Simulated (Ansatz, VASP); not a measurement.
Hf in VASP and in Ansatz

```
Hf
1.0
    -1.80500    1.80500    1.85915
     1.80500   -1.80500    1.85915
     1.80500    1.80500   -1.85915
Hf
1
Direct
  0.00000 0.00000 0.00000
```

Change from the starting cell: zz strain of +3 %.

Alike in both runs: task single point; functional PBE; k mesh 14 × 14 × 14; occupations fermi-dirac, width 0.05 eV; no spin polarisation.

|  | VASP | Ansatz |
| --- | --- | --- |
| version | VASP 6.6.1 | Ansatz 0.2.0 |
| potentials or method | VASP PAW PBE potentials, release 64 (Hf_pv), cutoff 520 eV | all-electron LAPW, scalar-relativistic |

VASP gave:

- pressure (GPa): -7.6
- largest component of the traceless stress (GPa): 0.97

**Question.** What did Ansatz give for the same quantities?

**Answer.** Pressure (GPa): -7.2; largest component of the traceless stress (GPa): 0.94.

Ansatz ran all-electron here, so the differences hold the error of VASP's frozen core and of both bases.

The runs have no spin-orbit coupling, so splittings on Hf are missing.
